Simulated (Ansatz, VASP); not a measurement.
# As in VASP and in Ansatz

The input INCAR:

```
SYSTEM = As
PREC = Accurate
ENCUT = 520
EDIFF = 1E-7
ISMEAR = 0
SIGMA = 0.028000000000000004
LREAL = .False.
LASPH = .True.
NELM = 80
ALGO = Normal
ISIF = 2
LWAVE = .False.
LCHARG = .False.
GGA = PE
NBANDS = 12
```

The input KPOINTS:

```
Automatic mesh
0
Gamma
  9 9 9
  0 0 0
```

Contents of POSCAR:

```
As
1.0
    1.8807968987      1.0858785957      3.5140619945
   -1.8807968987      1.0858785957      3.5140619945
    0.0000000000     -2.1717571915      3.5140619945
As
2
Direct
    0.2260000000      0.2260000000      0.2260000000
    0.7740000000      0.7740000000      0.7740000000
```

input.yaml

```yaml
crystal:
  lattice:
    - [1.8807968987, 1.0858785957, 3.5140619945]
    - [-1.8807968987, 1.0858785957, 3.5140619945]
    - [0.0, -2.1717571915, 3.5140619945]
  atoms:
    - { symbol: As, position: [0.226, 0.226, 0.226] }
    - { symbol: As, position: [0.774, 0.774, 0.774] }
hamiltonian:
  xc: pbe
  pseudopotentials: { kind: paw }
kpoints:
  mp_grid: { grid: [9, 9, 9] }
scf:
  occupations: { method: gaussian, width: 0.028 }
output:
  forces: true
  stress: true
  eigenvalues: true
  write_density: true
  write_potential: true
  elf: true
  volumetric_format: npy
```

Alike in both runs: task single point; functional PBE; k mesh 9 × 9 × 9; occupations gaussian, width 0.028 eV; no spin polarisation.

|  | VASP | Ansatz |
| --- | --- | --- |
| version | VASP 6.6.1 | Ansatz 0.2.0 |
| potentials or method | VASP PAW PBE potentials, release 64 (As) | Ansatz PAW |
| plane-wave cutoff (eV) | 520 | 420 |
| valence electrons in the cell | 10 | 30 |

Ansatz gave:

```
gap on the k mesh at the Fermi level (eV)       : none
pressure (GPa)                                  : 3.7
largest component of the traceless stress (GPa) : 0.30
rms of the force components (eV/Å)              : 0.249
```

Problem. What did VASP give for the same quantities?

Solution. gap on the k mesh at the Fermi level (eV): none; pressure (GPa): 4.1; largest component of the traceless stress (GPa): 0.41; rms of the force components (eV/Å): 0.284.

Atom by atom the forces differ by 0.035 eV/Å (rms over components). A gap of «none» marks a metal or a gap that the smearing closes. The functional is the same, so the differences come from potentials, cutoffs and numerics. The two sets of potentials don't hold the same shells in valence.
